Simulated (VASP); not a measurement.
The system is HfO2.

```
CELL_PARAMETERS angstrom
0.00000 2.55750 2.55750
2.55750 0.00000 2.55750
2.55750 2.55750 0.00000
ATOMIC_POSITIONS crystal
Hf 0.00000 0.00000 0.00000
O 0.75000 0.75000 0.75000
O 0.25000 0.25000 0.25000
```

Measurements of this composition are mostly on another form, of space group No. 14.

Base run:

```yaml
Program: VASP 6.6.1
Functional: PBE
Potentials_or_basis: VASP PAW PBE potentials, release 64 (Hf_pv, O)
Cutoff: 520 eV
k_mesh: 8 × 8 × 8
Occupations: gaussian, width 0.02 eV
Spin: spin-orbit coupling, no magnetisation
```

Its results: pressure -5.8 GPa.

Problem. The run is repeated on the same cell with these changes: functional from PBE to LDA; potentials or basis from VASP PAW PBE potentials, release 64 (Hf_pv, O) to VASP PAW LDA potentials, release 64 (Hf_pv, O). What comes out?

Solution. Pressure -19.2 GPa.

Caveats: so large a pressure means that the cell lies far from this level's equilibrium, or that cutoff or potentials fall short (some runs).
